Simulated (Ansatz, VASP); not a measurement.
Br in VASP and in Ansatz

```xyz
1
Lattice="-1.4217 1.4217 3.5532 1.4217 -1.4217 3.5532 1.4217 1.4217 -3.5532" Properties=species:S:1:pos:R:3 pbc="T T T"
Br    0.0000    0.0000    0.0000
```

Alike in both runs: functional PBE; dispersion D3(BJ); k mesh 20 × 20 × 20; occupations gaussian, width 0.1 eV; no spin polarisation.

Ansatz relaxed the structure, and its values are those at the end. VASP's run is a single point on that final structure, the one shown.

```csv
,VASP,Ansatz
version,VASP 6.6.1,Ansatz 0.2.0
potentials or method,"VASP PAW PBE potentials, release 64 (Br)","scalar-relativistic, plane waves, PAW"
plane-wave cutoff (eV),520,420
valence electrons in the cell,7,7
```

```csv
,VASP,Ansatz,Ansatz less VASP
gap on the k mesh at the Fermi level (eV),none,none,-
pressure (GPa),0.0,0.0,-0.01
```

A gap of «none» marks a metal or a gap that the smearing closes.

Caveats: an odd number of electrons without spin polarisation forces a metal; a magnetic or distorted state may lie lower; pairwise dispersion overbinds metals, which lowers pressure and volume.
